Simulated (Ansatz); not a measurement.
## An elastic constant from a strain scan in BN

Method: DFT r2SCAN, scalar-relativistic, plane waves, PAW in Ansatz 0.2.0. Cutoff 500 eV, Γ-centred 12×12×4 k-points, Gaussian smearing of 0.05 eV. No spin polarisation. Energies are free energies at this smearing, counted from the undisturbed cell; pressure is positive in compression.

Zero of the scan (relaxed at this level):

```yaml
crystal:
  lattice:
    - [2.50098, 0.00000, 0.00000]
    - [-1.25049, 2.16591, 0.00000]
    - [0.00000, 0.00000, 6.87416]
  atoms:
    - { symbol: B, position: [0.33333, 0.66667, 0.25000] }
    - { symbol: B, position: [0.66667, 0.33333, 0.75000] }
    - { symbol: N, position: [0.33333, 0.66667, 0.75000] }
    - { symbol: N, position: [0.66667, 0.33333, 0.25000] }
```

The cell holds layers and no dispersion correction was added, so their binding is poorly described.

The cell is strained by ε times the Voigt pattern (0, 0, 0, 1, 0, 0) (xx, yy, zz, yz, xz, xy; engineering shear) with fractional coordinates fixed. The cell holds 4 atoms in V0 = 37.24 Å³. The stress column is τ = (1/V0) dE/dε, got from the stress tensor σ (compression positive) at each point as −det(1 + εP) σ : P(1 + εP)⁻¹, with P the pattern as a tensor.

| ε | ΔE (meV/atom) | τ (GPa) |
| --- | --- | --- |
| -0.0525 | 0.306 | -0.202 |
| -0.0450 | 0.225 | -0.173 |
| -0.0375 | 0.156 | -0.144 |
| -0.0300 | 0.099 | -0.115 |
| -0.0225 | 0.056 | -0.086 |
| -0.0150 | 0.024 | -0.057 |
| -0.0075 | 0.006 | -0.029 |
| 0.0000 | 0.000 | 0.000 |
| 0.0075 | 0.006 | 0.029 |
| 0.0150 | 0.024 | 0.057 |
| 0.0225 | 0.056 | 0.086 |
| 0.0300 | 0.099 | 0.115 |
| 0.0375 | 0.156 | 0.144 |
| 0.0450 | 0.225 | 0.173 |
| 0.0525 | 0.306 | 0.202 |
| 0.0600 | ? | ? |

Which combination of elastic constants does this scan measure, and how large is it?

For small ε, τ = τ0 + Kε with K = pᵀCp, which for this pattern is C44 in the Cartesian frame shown. The parabola through τ at ε = -0.0075, 0 and 0.0075 has slope K = 3.8 GPa at zero. The energies per cell, E = NΔE, of the wider pair ε = ±0.0300 give K = 2[E(ε₊)/ε₊ − E(ε₋)/ε₋]/[(ε₊ − ε₋)V0] = 3.8 GPa, in agreement. These are clamped-ion values.

Predict the withheld row at ε = 0.0600 from the harmonic law, and compare.

ΔE = V0(τ0 ε + Kε²/2)/N = 0.399 meV/atom and τ = 0.23 GPa. The calculation gives 0.401 meV/atom and 0.23 GPa, a miss of 0.01 meV/atom at most, so the harmonic law still holds here.

Cost: 9 runs of about 0.82 core-minutes in all, on Intel Xeon Platinum 8488C (Sapphire Rapids) (shared hosts).